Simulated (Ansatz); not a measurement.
Crystal: PbS.

```
Pb S
1.0
     4.08970    0.00000    0.00000
    -2.04485    3.54178    0.00000
     0.00000    0.00000    3.78817
Pb S
1 1
Direct
  0.00000 0.00000 0.00000
  0.66667 0.33333 0.50000
```

Measurements of this composition are mostly on another form, of space group No. 225.

Base run:

* Program: Ansatz 0.2.0
* Functional: PBE0
* Potentials or basis: all-electron PAW datasets made for the crystal
* Cutoff: 290 eV (chosen from the basis error)
* k mesh: 6 × 6 × 6
* Occupations: fermi-dirac, width 0.05 eV
* Spin: no spin polarisation

Its results: band gap on the k mesh 0.47 eV, indirect (least direct gap 1.90 eV); pressure -1.1 GPa.

Question: The run is repeated on the same cell with these changes: functional from PBE0 to PBE; cutoff from 290 eV (chosen from the basis error) to 260 eV (chosen from the basis error). What comes out?

Answer: Band gap on the k mesh none (metal or under the smearing width); pressure -0.2 GPa.

PBE0 gives the wider gap, since exact exchange removes part of the self-interaction.

Caveats: spin-orbit coupling is left out, which as a rule narrows the gap of such compounds by several tenths of an eV (some runs); the k mesh is thin for a metal, which can move the energy by tens of meV per atom (some runs).

A k mesh can miss the band edges.
